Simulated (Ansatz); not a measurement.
# CuI (Marshite) (F-43m) in Ansatz: settings compared

One crystal, CuI (Marshite), is run at these levels: RPBE, revPBE, PBE0, PBEsol; tasks: band structure, Born charges and dielectric tensor.

All numbers are computed with Ansatz 0.2.0; they aren't measurements. Logs are shortened: lines on timing, memory, paths and dates and some standing lists are left out, and cuts for length are marked.

**What was measured.**

From a printed reference work, data compilation, for a bulk crystal of CuI: high-frequency dielectric constant 4.84.

The results are compared with them further down.

### 1 The structure

It takes space group F-43m (No. 216, cubic). The conventional cell has a = 6.063 Å, b = 6.063 Å, c = 6.063 Å, α = 90.00°, β = 90.00°, γ = 90.00°. I (site symmetry -43m) is surrounded by 4 Cu at 2.63 Å. Around Cu (site symmetry -43m) lie 4 I at 2.63 Å.

### 2 Band structure, RPBE

Input file input.yaml:

```yaml
crystal:
  lattice:
    - [0.0, 3.0315, 3.0315]
    - [3.0315, 0.0, 3.0315]
    - [3.0315, 3.0315, 0.0]
  atoms:
    - { symbol: I, position: [0.0, 0.0, 0.0] }
    - { symbol: Cu, position: [0.75, 0.75, 0.75] }
hamiltonian:
  xc: rpbe
  pseudopotentials: { kind: paw }
kpoints:
  mp_grid: { grid: [8, 8, 8] }
  band_path:
    path:
      - [[0.0, 0.0, 0.0], [0.5, 0.0, 0.5], [0.5, 0.25, 0.75], [0.375, 0.375, 0.75], [0.0, 0.0, 0.0], [0.5, 0.5, 0.5], [0.625, 0.25, 0.625], [0.5, 0.25, 0.75], [0.5, 0.5, 0.5], [0.375, 0.375, 0.75]]
      - [[0.625, 0.25, 0.625], [0.5, 0.0, 0.5]]
    npoints: 14
scf:
  occupations: { method: fermi_dirac, width: 0.05 }
  n_extra_bands: 6
output:
  forces: true
  stress: true
  eigenvalues: true
  fatbands: false
  write_density: true
  write_potential: true
  elf: true
  volumetric_format: npy
```

Potentials or basis: Ansatz PAW.

Command:

```
$ ansatz run input.yaml --threads 2 --pin off --max-ram 5632MiB --backend cpu --events-out ev --progress --plain --runs-dir out
```

What it wrote:

```text
Warning: RAYON_NUM_THREADS=2 ignored (pool sized by the plan → 2); use --threads N
scf.n_extra_bands = 6 over 18 filled bands (N_el = 36.0): the run solves 24 bands
Engine: ansatz 0.2.0, x86_64-unknown-linux-gnu
Pseudopotentials: kind: paw
Pseudopotential: I, paw, valence charge 17, recommended cutoff 420 eV (normal), I.paw.azcp
Pseudopotential: Cu, paw, valence charge 19, recommended cutoff 420 eV (normal), Cu.paw.azcp
Functional definition: RPBE
  parameter kappa = 0.804
  parameter beta = 0.06672455060314922
  exchange = rpbe_x(kappa = kappa, mu = beta*pi^2/3)
  correlation = pbe_c(beta = beta)
Crystal: 2 atoms, lattice volume = 55.719 Å³
Basis set: ecut = 420 eV, 1067 PW (Γ), exchange–correlation on 60×60×60 points (8 copies of the dense FFT grid, shifted against one another)
Bands: 24, of which v1, the nominal top of the filled ones, is band 18 counted from 1 (17 counted from 0)
Symmetry: 24 space group operations
Space group: F-43m (ITA 216), of the structure as read, at distance tolerance 3.8e-5 Å
k-points: 29 of 512 (time reversal used)
Non-local potential: I, projectors of the file, l = 0: 2, l = 1: 2, l = 2: 2, l = 3: 2
Non-local potential: Cu, projectors of the file, l = 0: 3, l = 1: 2, l = 2: 3, l = 3: 1
PAW form: soft (Blöchl's): semilocal exchange-correlation on the pseudo side does not see the compensation charge
PAW frozen core: I, regenerated for the run's functional, and the local potential with it (the file was generated under x = pbe(κ = 0.804, μ = 0.2195149727645171), c = pbe(β = 0.06672455060314922))
PAW frozen core: Cu, regenerated for the run's functional, and the local potential with it (the file was generated under x = pbe(κ = 0.804, μ = 0.2195149727645171), c = pbe(β = 0.06672455060314922))
PAW one-centre angular grid: I, 590 points (default); XC on 64 Gauss nodes
PAW one-centre angular grid: Cu, 590 points (default); XC on 64 Gauss nodes
Initial density: superposition of atomic densities (neutral atoms: chi_scale 0, normalization atom), corrected by the library's trained network
Initial wavefunctions: pseudopotential atomic-orbital guess
Functional: x = rpbe, c = pbe(β = 0.06672455060314922)
SCF iter   1: F=—  HF=-14152.688447 eV  |F-HF|=—  |Δ(HF+E_count)|=         —  Δρ=6.25e-3  dr2=1.22e-2  ethr=1.77e-3  ⟨swp⟩=6.3  Hψ=3475  notcnv=0
preconditioner: auto → none  [insulator: Δε(μ)=1.310 eV  Ē_g=10.517 eV  σ=0.050 eV  W_gap=1.00  n_scr=14 (ndim 8)  ℏωp=21.1 eV  f_vac=0.179  D(μ)=0.00/eV (n_scr^D=0)  ε∞_Penn≈5.0]
SCF iter   2: F=—  HF=-14152.692584 eV  |F-HF|=—  |Δ(HF+E_count)|=   4.14e-3  Δρ=8.21e-3  dr2=2.43e-2  ethr=3.39e-5  ⟨swp⟩=2.0  Hψ=1582  notcnv=0  defer=41
SCF iter   3: F=—  HF=-14152.686615 eV  |F-HF|=—  |Δ(HF+E_count)|=   5.97e-3  Δρ=1.06e-3  dr2=3.50e-4  ethr=3.39e-5  ⟨swp⟩=2.0  Hψ=1258  notcnv=0  defer=41
SCF iter   4: F=—  HF=-14152.686668 eV  |F-HF|=—  |Δ(HF+E_count)|=   5.30e-5  Δρ=3.24e-4  dr2=3.15e-5  ethr=9.73e-7  ⟨swp⟩=2.0  Hψ=769  notcnv=0  defer=41
SCF iter   5: F=—  HF=-14152.686660 eV  |F-HF|=—  |Δ(HF+E_count)|=   7.56e-6  Δρ=3.44e-5  dr2=4.04e-7  ethr=8.75e-8  ⟨swp⟩=2.0  Hψ=915  notcnv=0  defer=41
SCF iter   6: F=-14152.686661 eV  HF=-14152.686661 eV  |F-HF|=3.40e-8  |Δ(HF+E_count)|=   9.03e-8  Δρ=8.88e-6  dr2=2.82e-8  ethr=2.78e-10  ⟨swp⟩=13.1  Hψ=5297  notcnv=0
SCF 1 converged in 6 iterations: F = -14152.686661 eV  dr2 = 2.82e-8
NSCF: frozen V_eff on 142 k-points
SCF converged after 6 iterations
Free energy (F): -14152.686661 eV
Harris-Foulkes:  -14152.686661 eV  (|F-HF|=3.40e-8)
Internal energy: -14152.686661 eV  (E = F + TS)
E sigma→0 (E₀):  -14152.686661 eV
Entropy (-TS):   -0.000000 eV (-0.000 meV/atom)
Fermi energy:    8.968572 eV
--- Per-component energies (eV) ---
  E_band       = -862.862024
  E_kinetic    = 489.250144
  E_local      = -7624.214324  (includes V_loc(G=0)·N_el)
  E_nonlocal   = 313.015981
  E_hartree    = 3546.228664
  E_xc         = -215.591515
  E_vxc        = -240.915060  (∫ρ·V_xc dr)
  E_paw        = -6507.140949  (= ΣΔE_a)
  E_vpaw       = -892.448223  (= ΣTr[D̂ρ^β])
  E_aug_tail   = 0.000305  (compensation charges beyond the density's cutoff)
  E_ewald      = -4154.131452
  E_core_change = -0.103515  (= ΣΔE_core)
  E_smearing   = -0.000000  (= −TS)
  E_closure    = 0.000000  (closes the sum)
  Σ components = -14152.686661   (vs F -14152.686661, Δ=0.00e0)
--- Forces (eV/Å), atoms counted from 1 ---
  atom   1  I     -0.00000000     0.00000000    -0.00000000
  atom   2  Cu     0.00000000    -0.00000000    -0.00000000
  max |Σ_I F_I| component: 9.25e-18 eV/Å
--- Stress (GPa, compression-positive) ---
        2.360137       0.000000      -0.000000
        0.000000       2.360137       0.000000
       -0.000000       0.000000       2.360137
  P = ⅓ Tr σ = 2.3601 GPa (23.601 kbar)
--- Band table (eV; the first three rows and the last of 29) ---
  k-point 0: bands = ["-103.2922", "-60.6306", "-60.6306", "-60.6306", "-37.4780", "-37.4780", "-37.4780", "-37.4734", "-37.4734", "-5.7270", "4.6397", "4.6397", "4.6397", "6.4781", "6.4781", "8.2980", "8.2980", "8.2980", "9.5574", "13.1993", "13.1993", "13.1993", "16.6351", "17.9810"]
  k-point 1: bands = ["-103.2922", "-60.6306", "-60.6306", "-60.6306", "-37.4780", "-37.4780", "-37.4780", "-37.4734", "-37.4734", "-5.6549", "4.3462", "4.6446", "4.6446", "6.4721", "6.4721", "7.7030", "8.1840", "8.1840", "10.2206", "13.1412", "13.4165", "13.4165", "17.3171", "17.3171"]
  k-point 2: bands = ["-103.2922", "-60.6307", "-60.6306", "-60.6306", "-37.4780", "-37.4779", "-37.4779", "-37.4733", "-37.4733", "-5.4706", "3.6501", "4.6532", "4.6532", "6.4696", "6.4696", "7.0552", "7.9324", "7.9324", "10.6457", "13.7560", "13.7560", "13.8762", "17.1162", "17.1162"]
  k-point 28: bands = ["-103.2922", "-60.6307", "-60.6307", "-60.6306", "-37.4780", "-37.4779", "-37.4774", "-37.4734", "-37.4732", "-4.9887", "3.1713", "3.7587", "4.4288", "6.4172", "6.4386", "6.5621", "6.7304", "7.0678", "12.8058", "13.0540", "14.3815", "14.7971", "18.6532", "20.0678"]
```

Run time: 11 s. Hardware: 2 threads of Intel Xeon at 2.50GHz (Skylake/Cascade Lake), shared host; peak memory 0.41 GiB.

What came out:

| Quantity | Value |
| --- | --- |
| Free energy | -14152.6867 eV |
| Pressure | 2.4 GPa |
| Band gap on the k mesh | 1.26 eV, direct |
| Band gap along the path | 1.26 eV, direct |

Levels at the corners of the path, in eV from the valence-band top:
```csv
point,band 16,band 17,band 18,band 19,band 20,band 21
Γ,0.00,0.00,0.00,1.26,4.90,4.90
X,-1.73,-1.47,-1.47,2.83,2.97,9.32
W,-1.74,-1.57,-1.23,4.51,4.76,6.08
K,-1.68,-1.48,-1.22,3.18,4.68,7.66
Γ,0.00,0.00,0.00,1.26,4.90,4.90
L,-1.74,-0.70,-0.70,2.23,5.45,5.45
U,-1.68,-1.48,-1.22,3.18,4.68,7.66
W,-1.74,-1.57,-1.23,4.51,4.76,6.08
L,-1.74,-0.70,-0.70,2.23,5.45,5.45
K,-1.68,-1.48,-1.22,3.18,4.68,7.66
U,-1.68,-1.48,-1.22,3.18,4.68,7.66
X,-1.73,-1.47,-1.47,2.83,2.97,9.32
```

Caveat: spin-orbit coupling is left out, which moves the levels of the heavy elements; the PAW data sets come from PBE, with cores solved anew for the run's functional, which leaves a small shift of forces and pressure.

### 3 Band structure, revPBE

input.yaml: that of step 2 with these lines changed.

```diff
@@ -9,3 +9,3 @@
 hamiltonian:
-  xc: rpbe
+  xc: revpbe
   pseudopotentials: { kind: paw }
```

Potentials or basis: Ansatz PAW.

Command:

```
$ ansatz run input.yaml --threads 2 --pin off --max-ram 5632MiB --backend cpu --events-out ev --progress --plain --runs-dir out
```

What it wrote:

```text
Warning: RAYON_NUM_THREADS=2 ignored (pool sized by the plan → 2); use --threads N
scf.n_extra_bands = 6 over 18 filled bands (N_el = 36.0): the run solves 24 bands
[... 4 set-up lines as earlier in the session ...]
Functional definition: revPBE
  parameter kappa = 1.245
[... 1 set-up line as earlier in the session ...]
  exchange = pbe_x(kappa = kappa, mu = beta*pi^2/3)
[... 1 set-up line as earlier in the session ...]
[... 44 lines left out ...]
  E_ewald      = -4154.131452
  E_core_change = -0.073705  (= ΣΔE_core)
  E_smearing   = -0.000000  (= −TS)
  E_closure    = -0.000000  (closes the sum)
  Σ components = -14148.564271   (vs F -14148.564271, Δ=0.00e0)
--- Forces (eV/Å), atoms counted from 1 ---
  atom   1  I     -0.00000000     0.00000000    -0.00000000
  atom   2  Cu     0.00000000     0.00000000    -0.00000000
  max |Σ_I F_I| component: 9.25e-18 eV/Å
--- Stress (GPa, compression-positive) ---
        1.806242       0.000000       0.000000
        0.000000       1.806242       0.000000
        0.000000       0.000000       1.806242
  P = ⅓ Tr σ = 1.8062 GPa (18.062 kbar)
--- Band table (eV; the first three rows and the last of 29) ---
  k-point 0: bands = ["-103.2993", "-60.6591", "-60.6591", "-60.6591", "-37.5074", "-37.5074", "-37.5074", "-37.5027", "-37.5027", "-5.7668", "4.6032", "4.6032", "4.6032", "6.4322", "6.4322", "8.2596", "8.2596", "8.2596", "9.4827", "13.1544", "13.1544", "13.1544", "16.5449", "17.9504"]
  k-point 1: bands = ["-103.2993", "-60.6592", "-60.6592", "-60.6592", "-37.5074", "-37.5073", "-37.5073", "-37.5027", "-37.5027", "-5.6947", "4.3085", "4.6082", "4.6082", "6.4262", "6.4262", "7.6585", "8.1452", "8.1452", "10.1536", "13.0875", "13.3719", "13.3719", "17.2736", "17.2736"]
  k-point 2: bands = ["-103.2993", "-60.6592", "-60.6592", "-60.6592", "-37.5074", "-37.5072", "-37.5072", "-37.5027", "-37.5027", "-5.5100", "3.6105", "4.6172", "4.6172", "6.4236", "6.4236", "7.0095", "7.8927", "7.8927", "10.5831", "13.7109", "13.7109", "13.8101", "17.0700", "17.0700"]
  k-point 28: bands = ["-103.2993", "-60.6592", "-60.6592", "-60.6592", "-37.5073", "-37.5072", "-37.5068", "-37.5027", "-37.5025", "-5.0273", "3.1335", "3.7204", "4.3937", "6.3710", "6.3903", "6.5160", "6.6843", "7.0229", "12.7615", "12.9887", "14.3242", "14.7315", "18.5916", "20.0322"]
```

rho_z.tsv:

```text
# z_ang	rho[e/angstrom^3]
# format = ansatz-planar-average/11
# lattice	0.000000000	3.031500000	3.031500000
# lattice	3.031500000	0.000000000	3.031500000
# lattice	3.031500000	3.031500000	0.000000000
# sites	2
# site	53	0.000000000	0.000000000	0.000000000
# site	29	4.547250000	4.547250000	4.547250000
0.000000	1.090974e0
0.142906	1.020101e0
0.285813	8.669112e-1
0.428719	6.644841e-1
0.571625	4.640915e-1
0.714531	3.129373e-1
[... 22 lines left out ...]
4.001376	1.003223e0
4.144282	1.076116e0
```

Run time: 11 s. Hardware: 2 threads of Intel Xeon at 2.50GHz (Skylake/Cascade Lake), shared host; peak memory 0.41 GiB.

Results:

- Free energy: -14148.5643 eV
- Pressure: 1.8 GPa
- Band gap on the k mesh: 1.22 eV, direct
- Band gap along the path: 1.22 eV, direct

Levels at the corners of the path, in eV from the valence-band top:
```
point  band 14  band 15  band 16  band 17  band 18  band 19  band 20  band 21  band 22  band 23
    Γ    -1.83    -1.83     0.00     0.00     0.00     1.22     4.89     4.89     4.89     8.29
    X    -1.85    -1.77    -1.74    -1.48    -1.48     2.80     2.95     9.29     9.79     9.79
    W    -1.89    -1.87    -1.74    -1.58    -1.24     4.50     4.73     6.06     6.47    10.33
    K    -1.95    -1.80    -1.69    -1.48    -1.23     3.15     4.67     7.63     7.88     8.44
    Γ    -1.83    -1.83     0.00     0.00     0.00     1.22     4.89     4.89     4.89     8.29
    L    -1.80    -1.80    -1.75    -0.70    -0.70     2.21     5.44     5.44     7.52     9.21
    U    -1.95    -1.80    -1.69    -1.48    -1.23     3.15     4.67     7.63     7.88     8.44
    W    -1.89    -1.87    -1.74    -1.58    -1.24     4.50     4.73     6.06     6.47    10.33
    L    -1.80    -1.80    -1.75    -0.70    -0.70     2.21     5.44     5.44     7.52     9.21
    K    -1.95    -1.80    -1.69    -1.48    -1.23     3.15     4.67     7.63     7.88     8.44
    U    -1.95    -1.80    -1.69    -1.48    -1.23     3.15     4.67     7.63     7.88     8.44
    X    -1.85    -1.77    -1.74    -1.48    -1.48     2.80     2.95     9.29     9.79     9.79
```

Caveat: spin-orbit coupling is left out, which moves the levels of the heavy elements; the PAW data sets come from PBE, with cores solved anew for the run's functional, which leaves a small shift of forces and pressure.

(Continued in part 2 of 2.)
